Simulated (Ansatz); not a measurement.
simple cubic against fcc along group 5

The calculation used Ansatz, DFT, PBE, plane waves (420 eV) with PAW, scalar-relativistic.

Each structure is relaxed within its symmetry, in the lowest magnetic state of the tried starts. Differences under about 8 meV lie within the error of the k-point mesh.

| element | E(simple cubic) − E(fcc) (meV/atom) | V(simple cubic) (Å³/atom) | V(fcc) (Å³/atom) | state of simple cubic | state of fcc |
| --- | --- | --- | --- | --- | --- |
| V | 603 | 14.60 | 13.90 | non-magnetic | non-magnetic |
| Nb | 664 | 20.14 | 18.79 | spin not included | non-magnetic |
| Ta | 888 | 20.62 | 18.83 | spin not included | spin not included |
